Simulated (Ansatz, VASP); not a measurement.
**Cross-check of BN between VASP and Ansatz**

One calculation is typed for both programs; each brings its own data sets and cutoff. How far apart do they land? The cell is taken from a series of VASP runs on this material, whose earlier steps may have relaxed, scaled or displaced it; both programs get it as it stands.

Program: Ansatz 0.2.0. Level of theory: plane waves, with VASP 6.6.1 beside it; band structure at PBE, dielectric response at LDA and single point at LDA. Results are calculated unless marked as measured.

### 1. Starting point

The structure is hexagonal, space group P6_3/mmc (No. 194). The conventional cell has a = 2.504 Å, b = 2.504 Å, c = 6.661 Å, α = 90.00°, β = 90.00°, γ = 120.00°. N has 3 B at 1.45 Å nearest. B has 3 N at 1.45 Å nearest. Farther neighbours and most contacts between anions are not listed.

### 2. Ansatz: band structure, PBE

Ansatz runs on its default PAW (the set named soft_2) files.

Levels along a path test the potential and the projectors away from the mesh points.

input.yaml reads:

```yaml
crystal:
  lattice:
    - [2.50399, 0.0, 0.0]
    - [-1.251995, 2.1685189508, 0.0]
    - [0.0, 0.0, 6.6612]
  atoms:
    - { symbol: "N", position: [0.6666666667, 0.3333333333, 0.25] }
    - { symbol: "N", position: [0.3333333333, 0.6666666667, 0.75] }
    - { symbol: B, position: [0.6666666667, 0.3333333333, 0.75] }
    - { symbol: B, position: [0.3333333333, 0.6666666667, 0.25] }
hamiltonian:
  xc: pbe
  pseudopotentials: { kind: paw }
kpoints:
  mp_grid: { grid: [10, 10, 4] }
  band_path:
    path:
      - [0.0, 0.0, 0.0]
      - [0.16667, 0.0, 0.0]
      - [0.33333, 0.0, 0.0]
      - [0.5, 0.0, 0.0]
      - [0.46296, 0.07407, 0.0]
      - [0.40741, 0.18519, 0.0]
      - [0.35185, 0.2963, 0.0]
      - [0.2963, 0.2963, 0.0]
      - [0.18519, 0.18519, 0.0]
      - [0.07407, 0.07407, 0.0]
      - [0.0, 0.0, 0.0]
      - [0.0, 0.0, 0.16667]
      - [0.0, 0.0, 0.33333]
      - [0.0, 0.0, 0.5]
      - [0.11111, 0.0, 0.5]
      - [0.33333, 0.0, 0.5]
      - [0.5, 0.0, 0.5]
      - [0.46296, 0.07407, 0.5]
      - [0.40741, 0.18519, 0.5]
      - [0.35185, 0.2963, 0.5]
      - [0.2963, 0.2963, 0.5]
      - [0.18519, 0.18519, 0.5]
      - [0.07407, 0.07407, 0.5]
      - [0.5, 0.0, 0.5]
      - [0.5, 0.0, 0.33333]
      - [0.5, 0.0, 0.16667]
      - [0.5, 0.0, 0.0]
      - [0.33333, 0.33333, 0.11111]
      - [0.33333, 0.33333, 0.27778]
      - [0.33333, 0.33333, 0.5]
    npoints: 1
scf:
  occupations: { method: gaussian, width: 0.03 }
  n_extra_bands: 8
output:
  forces: true
  stress: true
  eigenvalues: true
  write_density: true
  write_potential: true
  elf: true
  volumetric_format: npy
```

The run is started by

```console
$ ansatz run input.yaml --threads 2 --pin off --max-ram 4608MiB --backend cpu --events-out ev --progress --plain --runs-dir out
```

Numbers of over 12 decimals in the logs are rounded to 6 here.

The log of the run:

```text
scf.n_extra_bands = 8 over 8 filled bands (N_el = 16.0): the run solves 16 bands
Engine: ansatz 0.2.0, aarch64-unknown-linux-gnu
Pseudopotentials: kind: paw
Pseudopotential: N, paw, valence charge 5, recommended cutoff 420 eV (normal), N.paw.azcp
Pseudopotential: B, paw, valence charge 3, recommended cutoff 420 eV (normal), B.paw.azcp
Functional definition: PBE
  parameter kappa = 0.804
  parameter beta = 0.066725
  exchange = pbe_x(kappa = kappa, mu = beta*pi^2/3)
  correlation = pbe_c(beta = beta)
Crystal: 4 atoms, lattice volume = 36.170 Å³
Basis set: ecut = 420 eV, 713 PW (Γ), exchange–correlation on 36×36×90 points (8 copies of the dense FFT grid, shifted against one another)
Bands: 16, of which v1, the nominal top of the filled ones, is band 8 counted from 1 (7 counted from 0)
Symmetry: 24 space group operations
Space group: P63/mmc (ITA 194), of the structure as read, at distance tolerance 3.3e-5 Å
k-points: 42 of 400
Non-local potential: N, projectors of the file, l = 0: 2, l = 1: 2, l = 2: 1
Non-local potential: B, projectors of the file, l = 0: 2, l = 1: 2, l = 2: 1
PAW form: soft (Blöchl's): semilocal exchange-correlation on the pseudo side does not see the compensation charge
PAW one-centre angular grid: N, 110 points (default); XC on 64 Gauss nodes
PAW one-centre angular grid: B, 110 points (default); XC on 64 Gauss nodes
Initial density: superposition of atomic densities (neutral atoms: chi_scale 0, normalization atom), corrected by the library's trained network
Initial wavefunctions: pseudopotential atomic-orbital guess
Functional: x = pbe(κ = 0.804, μ = 0.219515), c = pbe(β = 0.066725)
SCF iter   1: F=—  HF=-1084.807582 eV  |F-HF|=—  |Δ(HF+E_count)|=         —  Δρ=1.47e-3  dr2=2.11e-4  ethr=1.77e-3  ⟨swp⟩=6.2  Hψ=3484  notcnv=0  defer=7
preconditioner: auto → none  [insulator: Δε(μ)=4.241 eV  Ē_g=18.644 eV  σ=0.030 eV  W_gap=1.00  n_scr=4 (ndim 8)  ℏωp=24.7 eV  f_vac=0.023  D(μ)=0.00/eV (n_scr^D=0)  ε∞_Penn≈2.8]
SCF iter   2: F=—  HF=-1084.809000 eV  |F-HF|=—  |Δ(HF+E_count)|=   1.42e-3  Δρ=7.59e-4  dr2=3.85e-5  ethr=1.32e-6  ⟨swp⟩=2.1  Hψ=1425  notcnv=0  defer=61
SCF iter   3: F=—  HF=-1084.809308 eV  |F-HF|=—  |Δ(HF+E_count)|=   3.07e-4  Δρ=3.29e-4  dr2=8.33e-6  ethr=2.41e-7  ⟨swp⟩=2.0  Hψ=886  notcnv=0  defer=61
SCF iter   4: F=—  HF=-1084.809374 eV  |F-HF|=—  |Δ(HF+E_count)|=   6.64e-5  Δρ=2.70e-5  dr2=1.25e-7  ethr=5.21e-8  ⟨swp⟩=2.1  Hψ=922  notcnv=0  defer=61
iter 5 did not close the SCF: its close was put off for the readings that it lacked (scf_convergence_deferred on its scf_iter line)
SCF iter   5: F=-1084.809374 eV  HF=-1084.809374 eV  |F-HF|=3.30e-8  |Δ(HF+E_count)|=   1.42e-7  Δρ=9.17e-6  dr2=9.82e-9  ethr=7.84e-10  ⟨swp⟩=2.4  Hψ=872  notcnv=0  defer=61
SCF iter   6: F=-1084.809374 eV  HF=-1084.809374 eV  |F-HF|=6.28e-11  |Δ(HF+E_count)|=   3.68e-8  Δρ=9.99e-7  dr2=2.11e-10  ethr=6.14e-11  ⟨swp⟩=8.6  Hψ=3664  notcnv=0
SCF 1 converged in 6 iterations: F = -1084.809374 eV  dr2 = 2.11e-10
  greatest PAW one-centre occupation: 0.797 electrons in one spin orbital (limit 2), on the N atom at site 1 (counted from 0), in its partial waves of l = 0
NSCF: frozen V_eff on 30 k-points
SCF converged after 6 iterations
Free energy (F): -1084.809374 eV
Harris-Foulkes:  -1084.809374 eV  (|F-HF|=6.28e-11)
Internal energy: -1084.809374 eV  (E = F + TS)
E sigma→0 (E₀):  -1084.809374 eV
Fermi energy:    6.876685 eV
--- Per-component energies (eV) ---
  E_band       = -38.483258
  E_kinetic    = 366.916411
  E_local      = -696.310732  (includes V_loc(G=0)·N_el)
  E_nonlocal   = 115.663131
  E_hartree    = 224.896284
  E_xc         = -184.452369
  E_vxc        = -228.846939  (∫ρ·V_xc dr)
  E_paw        = -413.647080  (= ΣΔE_a)
  E_vpaw       = -45.698010  (= ΣTr[D̂ρ^β])
  E_aug_tail   = 0.000204  (compensation charges beyond the density's cutoff)
  E_ewald      = -497.875223
  E_smearing   = -0.000000  (= −TS)
  E_closure    = 0.000000  (closes the sum)
  Σ components = -1084.809374   (vs F -1084.809374, Δ=0.00e0)
--- Forces (eV/Å), atoms counted from 1 ---
  atom   1  N     -0.00000000     0.00000000    -0.00000000
  atom   2  N     -0.00000000    -0.00000000     0.00000000
  atom   3  B      0.00000000     0.00000000     0.00000000
  atom   4  B      0.00000000    -0.00000000    -0.00000000
  max |Σ_I F_I| component: 5.55e-17 eV/Å
--- Stress (GPa, compression-positive) ---
        3.565347       0.000000       0.000000
       -0.000000       3.565347       0.000000
        0.000000       0.000000       2.839848
  P = ⅓ Tr σ = 3.3235 GPa (33.235 kbar)
--- Band table (eV; the first three rows and the last of 42) ---
  k-point 0: bands = [... 4 lower, 3.3832, 3.3832, 3.4179, 3.4179, 9.9557, 14.9918, 16.2893, 16.2893, ... 4 higher]
  k-point 1: bands = [... 4 lower, 3.3885, 3.3885, 3.4135, 3.4135, 10.6484, 14.0936, 16.3068, 16.3068, ... 4 higher]
  k-point 2: bands = [... 4 lower, 3.4008, 3.4008, 3.4008, 3.4008, 12.3017, 12.3017, 16.3486, 16.3486, ... 4 higher]
  k-point 41: bands = [... 4 lower, -2.1058, -2.1058, 4.5231, 4.5231, 9.5109, 9.5109, 16.8674, 16.8674, ... 4 higher]
```

Elapsed: 1.2 s, on 2 threads of Arm Neoverse V1, shared host; peak memory 0.29 GiB.

In the SCF lines HF is the Harris–Foulkes energy and dr2 the Hartree energy of the density residual, in eV; the loop may stop once dr2 is under the threshold and the program's other checks hold. Hψ counts applications of the Hamiltonian.

### 3. VASP: band structure, PBE

The same cell, functional, mesh and smearing now go to VASP, with its own data sets and cutoff.

Lines of VASP's logs that name or quote its potential files are left out, and so is its time.

INCAR reads:

```
SYSTEM = BN
PREC = Accurate
ENCUT = 460
EDIFF = 1E-06
NELM = 100
ISMEAR = 0
SIGMA = 0.03
LREAL = .FALSE.
ALGO = Normal
GGA = PE
NBANDS = 22
LORBIT = 11
LWAVE = .FALSE.
LCHARG = .FALSE.
KPAR = 8
LASPH = .TRUE.
```

POSCAR reads:

```
BN
1.0
    2.5039900000      0.0000000000      0.0000000000
   -1.2519950000      2.1685189508      0.0000000000
    0.0000000000      0.0000000000      6.6612000000
N B
2 2
Direct
    0.6666666667      0.3333333333      0.2500000000
    0.3333333333      0.6666666667      0.7500000000
    0.6666666667      0.3333333333      0.7500000000
    0.3333333333      0.6666666667      0.2500000000
```

KPOINTS reads:

```
Automatic mesh
0
Gamma
10 10 4
0 0 0
```

KPOINTS_OPT reads:

```
Line mode
10
Line-mode
Reciprocal
  0.00000000   0.00000000   0.00000000 GAMMA
  0.50000000   0.00000000   0.00000000 M

  0.50000000   0.00000000   0.00000000 M
  0.33333333   0.33333333   0.00000000 K

  0.33333333   0.33333333   0.00000000 K
  0.00000000   0.00000000   0.00000000 GAMMA

  0.00000000   0.00000000   0.00000000 GAMMA
  0.00000000   0.00000000   0.50000000 A

  0.00000000   0.00000000   0.50000000 A
  0.50000000   0.00000000   0.50000000 L

  0.50000000   0.00000000   0.50000000 L
  0.33333333   0.33333333   0.50000000 H

  0.33333333   0.33333333   0.50000000 H
  0.00000000   0.00000000   0.50000000 A

  0.50000000   0.00000000   0.50000000 L
  0.50000000   0.00000000   0.00000000 M

  0.33333333   0.33333333   0.00000000 K
  0.33333333   0.33333333   0.50000000 H
```

PAW data sets: N and B (PBE family, release 64).

The run is started by

```console
$ mpirun -np 8 vasp_std
```

The log of the run:

```text
[banner, memory and clock lines left out]
running    8 mpi-ranks, on    1 nodes
 distrk:  each k-point on    1 cores,    8 groups
 distr:  one band on    1 cores,    1 groups

 POSCAR found type information on POSCAR N B
 POSCAR found :  2 types and       4 ions
|                                                                             |
|           W    W    AA    RRRRR   N    N  II  N    N   GGGG   !!!           |
|           W    W   A  A   R    R  NN   N  II  NN   N  G    G  !!!           |
|           W    W  A    A  R    R  N N  N  II  N N  N  G       !!!           |
|           W WW W  AAAAAA  RRRRR   N  N N  II  N  N N  G  GGG   !            |
|           WW  WW  A    A  R   R   N   NN  II  N   NN  G    G                |
|           W    W  A    A  R    R  N    N  II  N    N   GGGG   !!!           |
|                                                                             |
|     For optimal performance we recommend to set                             |
|       NCORE = 2 up to number-of-cores-per-socket                            |
|     NCORE specifies how many cores store one orbital (NPAR=cpu/NCORE).      |
|     This setting can greatly improve the performance of VASP for DFT.       |
|     The default, NCORE=1 might be grossly inefficient on modern             |
|     multi-core architectures or massively parallel machines. Do your        |
|     Unfortunately you need to use the default for GW and RPA                |
|     calculations (for HF NCORE is supported but not extensively tested      |
|     yet).                                                                   |
|                                                                             |

 LDA part: xc-table for (Slater+PW92), standard interpolation
 POSCAR, INCAR and KPOINTS ok, starting setup
 FFT: planning ... GRIDC
 FFT: planning ... GRID_SOFT
 FFT: planning ... GRID
 WAVECAR not read
 entering main loop
       N       E                     dE             d eps       ncg     rms          rms(c)
DAV:   1     0.377668003420E+02    0.37767E+02   -0.69229E+03  1848   0.607E+02
DAV:   2    -0.364211633624E+02   -0.74188E+02   -0.70237E+02  2354   0.171E+02
DAV:   3    -0.387090796987E+02   -0.22879E+01   -0.22738E+01  2332   0.268E+01
DAV:   4    -0.387191622433E+02   -0.10083E-01   -0.10082E-01  2020   0.204E+00
DAV:   5    -0.387192179128E+02   -0.55669E-04   -0.55669E-04  2374   0.128E-01    0.113E+01
DAV:   6    -0.355168079216E+02    0.32024E+01   -0.26311E+00  2092   0.124E+01    0.508E+00
DAV:   7    -0.352334447561E+02    0.28336E+00   -0.47307E-01  2196   0.429E+00    0.323E+00
DAV:   8    -0.351592208346E+02    0.74224E-01   -0.15987E-01  2188   0.230E+00    0.412E-01
DAV:   9    -0.351567066417E+02    0.25142E-02   -0.70632E-03  2084   0.597E-01    0.208E-01
DAV:  10    -0.351577096038E+02   -0.10030E-02   -0.12615E-03  2010   0.200E-01    0.381E-02
DAV:  11    -0.351577405017E+02   -0.30898E-04   -0.45899E-05  2226   0.477E-02    0.199E-02
DAV:  12    -0.351577702717E+02   -0.29770E-04   -0.32656E-05  1968   0.287E-02    0.346E-03
DAV:  13    -0.351577707750E+02   -0.50327E-06   -0.41403E-07  2092   0.363E-03
   1 F= -.35157771E+02 E0= -.35157771E+02  d E =-.406484E-18
 Start KPOINTS_OPT (optional k-point list driver)
k-point batch [1-42\90]
       N       E                     dE             ncg
DAV:   1     0.838764929598E+02   -0.16075E+05     1856
DAV:   2    -0.298447859572E+04   -0.30684E+04     2384
DAV:   3    -0.308399827063E+04   -0.99520E+02     2328
DAV:   4    -0.308431866205E+04   -0.32039E+00     2032
DAV:   5    -0.308431984213E+04   -0.11801E-02     2296
DAV:   6    -0.308431984925E+04   -0.71172E-05     2152
DAV:   7    -0.308431984930E+04   -0.49899E-07     1852
[...]
k-point batch [85-90\90]
       N       E                     dE             ncg
DAV:   1     0.243707898550E+05   -0.49330E+04      264
DAV:   2     0.240036496529E+05   -0.36714E+03      324
DAV:   3     0.239915207445E+05   -0.12129E+02      336
DAV:   4     0.239914737753E+05   -0.46969E-01      264
DAV:   5     0.239914735923E+05   -0.18297E-03      320
DAV:   6     0.239914735913E+05   -0.10313E-05      316
DAV:   7     0.239914735913E+05   -0.63301E-08      266
```

From OUTCAR (step 3):

```text
ion  position               nearest neighbor table
   1  0.667  0.333  0.250-   4 1.45   4 1.45   4 1.45
   2  0.333  0.667  0.750-   3 1.45   3 1.45   3 1.45
   3  0.667  0.333  0.750-   2 1.45   2 1.45   2 1.45
   4  0.333  0.667  0.250-   1 1.45   1 1.45   1 1.45

  LATTYP: Found a hexagonal cell.
 ALAT       =     2.5039900000
 C/A-ratio  =     2.6602342661

 Subroutine GETGRP returns: Found 24 space group operations
 (whereof 12 operations were pure point group operations)

The static configuration has the point symmetry D_3d.
 The point group associated with its full space group is D_6h.

 Found     42 irreducible k-points:

   k-points           NKPTS =     42   k-points in BZ     NKDIM =     42   number of bands    NBANDS=     22

   dimension x,y,z NGX =    18 NGY =   18 NGZ =   48
   dimension x,y,z NGXF=    36 NGYF=   36 NGZF=   96

   ENCUT  =  460.0 eV  33.81 Ry    5.81 a.u.   4.38  4.38 11.65*2*pi/ulx,y,z

   NELECT =      16.0000    total number of electrons

 k-points in reciprocal lattice and weights: Automatic mesh
   0.00000000  0.00000000  0.00000000       0.003
   0.10000000 -0.00000000  0.00000000       0.015
   0.20000000 -0.00000000  0.00000000       0.015
   0.30000000  0.00000000  0.00000000       0.015
   0.40000000 -0.00000000  0.00000000       0.015
   0.50000000 -0.00000000  0.00000000       0.007
   0.10000000  0.10000000  0.00000000       0.015
   0.20000000  0.10000000  0.00000000       0.030
   0.30000000  0.10000000  0.00000000       0.030
[...]
0.40000000  0.20000000  0.50000000       0.015
   0.30000000  0.30000000  0.50000000       0.015

 average (electrostatic) potential at core
       1 -64.9140       2 -64.9140       3 -29.0051       4 -29.0051

 E-fermi :   2.4643

 k-point     1 :       0.0000    0.0000    0.0000
  band No.  band energies     occupation
    ...
      4      -1.8585      2.00000
      5       0.9191      2.00000
      6       0.9191      2.00000
      7       0.9542      2.00000
      8       0.9542      2.00000
      9       7.4906      0.00000
     10      12.5346      0.00000
     11      13.7996      0.00000
     12      13.7996      0.00000
     13      13.9211      0.00000
    ...

 k-point     2 :       0.1000   -0.0000    0.0000
  band No.  band energies     occupation
    ...
      4      -1.6175      2.00000
      5       0.1303      2.00000
      6       0.1613      2.00000
      7       0.5524      2.00000
      8       0.5933      2.00000
      9       7.8414      0.00000
     10      12.3981      0.00000
     11      13.5683      0.00000
     12      13.8220      0.00000
     13      14.5585      0.00000
    ...

 k-point     3 :       0.2000   -0.0000    0.0000
  band No.  band energies     occupation
    ...
      4      -1.7541      2.00000
      5      -1.7079      2.00000
      6      -0.9167      2.00000
      7      -0.2712      2.00000
      8      -0.2206      2.00000
      9       8.7346      0.00000
     10      11.7445      0.00000
     11      12.6873      0.00000
     12      13.0703      0.00000
     13      13.7114      0.00000
    ...

  Total        0.7212808      0.7212808      0.4270710     -0.0000000      0.0000000      0.0000000
  in kB       31.9496915     31.9496915     18.9174413     -0.0000000      0.0000000      0.0000000
  external PRESSURE =      27.6056081 kB  Pullay stress =       0.0000000 kB

  energy-cutoff  :      460.00
  volume of cell :       36.17
      direct lattice vectors                 reciprocal lattice vectors
     2.503990000  0.000000000  0.000000000     0.399362617  0.230572115  0.000000000
    -1.251995000  2.168518951  0.000000000     0.000000000  0.461144229  0.000000000
     0.000000000  0.000000000  6.661200000     0.000000000  0.000000000  0.150123101

 POSITION                                       TOTAL-FORCE (eV/Angst)
 -----------------------------------------------------------------------------------
      1.25200      0.72284      1.66530         0.000000      0.000000      0.000000
     -0.00000      1.44568      4.99590        -0.000000     -0.000000      0.000000
      1.25200      0.72284      4.99590        -0.000000      0.000000      0.000000
     -0.00000      1.44568      1.66530         0.000000     -0.000000      0.000000
 -----------------------------------------------------------------------------------
    total drift:                               -0.000000      0.000000      0.000000

  FREE ENERGIE OF THE ION-ELECTRON SYSTEM (eV)
  ---------------------------------------------------
  free  energy   TOTEN  =       -35.1577707750 eV

  energy  without entropy=      -35.1577707750  energy(sigma->0) =      -35.15777077

 total charge
# of ion       s       p       d       tot
------------------------------------------
    1        1.230   2.786   0.000   4.016
    2        1.230   2.786   0.000   4.016
    3        0.745   1.426   0.000   2.171
    4        0.745   1.426   0.000   2.171
--------------------------------------------------
tot          3.950   8.424   0.000  12.374

[... 3 further parts left out ...]
```

The run ends at a pressure of 2.76 GPa.

### 4. Differences

Known differences besides the potentials themselves: the cutoff is 420 eV in Ansatz and 460 eV in VASP. Total energies have different zeros and are not compared.

Both answers:

```
                                        quantity  Ansatz   VASP  difference
                                  pressure (GPa)    3.32   2.76       +0.56
pressure without Ansatz's Pulay correction (GPa)    2.73   2.76       -0.03
                   gap over the path points (eV)   4.257  4.250      +0.007
```

Levels at points of the path, from each program's valence-band top (eV; 4 filled, then empty):

```
k (reciprocal lattice)                                    Ansatz                                      VASP
     0.000 0.000 0.000  -1.36 -1.36 -1.33 -1.33 5.21 10.25 11.55  -1.36 -1.36 -1.33 -1.33 5.21 10.26 11.52
     0.167 0.000 0.000   -3.33 -3.30 -2.25 -2.21 6.11 9.77 10.97   -3.34 -3.30 -2.26 -2.21 6.11 9.77 10.96
     0.333 0.000 0.000    -3.62 -3.56 -3.42 -1.73 6.87 7.67 8.16    -3.62 -3.56 -3.43 -1.73 6.87 7.67 8.15
     0.500 0.000 0.000    -4.18 -4.11 -1.46 -0.47 4.26 5.61 9.51    -4.17 -4.11 -1.46 -0.47 4.25 5.60 9.50
     0.463 0.074 0.000    -4.49 -4.42 -1.37 -0.41 4.31 5.58 9.91    -4.49 -4.42 -1.37 -0.41 4.30 5.57 9.91
     0.407 0.185 0.000   -5.77 -5.70 -0.93 -0.15 4.53 5.38 11.50   -5.77 -5.70 -0.93 -0.15 4.53 5.38 11.50
     0.352 0.296 0.000   -7.04 -7.01 -0.29 -0.01 4.74 4.96 10.87   -7.05 -7.02 -0.29 -0.01 4.74 4.96 10.87
     0.296 0.296 0.000    -6.80 -6.77 -0.64 0.00 4.81 5.18 11.12    -6.80 -6.77 -0.64 0.00 4.80 5.18 11.12
     0.185 0.185 0.000    -4.41 -4.35 -3.60 -1.86 7.69 7.86 8.27    -4.41 -4.35 -3.60 -1.86 7.69 7.86 8.27
     0.074 0.074 0.000  -2.56 -2.54 -1.98 -1.94 5.78 10.00 11.46  -2.56 -2.54 -1.98 -1.94 5.77 10.01 11.44
```

Among the levels compared at these points, filled levels agree within 4 meV and empty ones within 27 meV. Ansatz's pressure holds a Pulay correction of 0.59 GPa; VASP's holds none.

(Continued in part 2 of 2.)

[Lines on the potential files, build, host, timing and source positions are cut from VASP's logs without a mark.]

[Logs are printed without paths, hosts, clocks, repeated set-up lines and the standing remarks that a program may print on its own settings, such as how far it seeks lower states.]

[Hosts, paths, dates, database ids (printed as entryN), source tags and the programs' standing remarks are cut or masked in the printed files.]
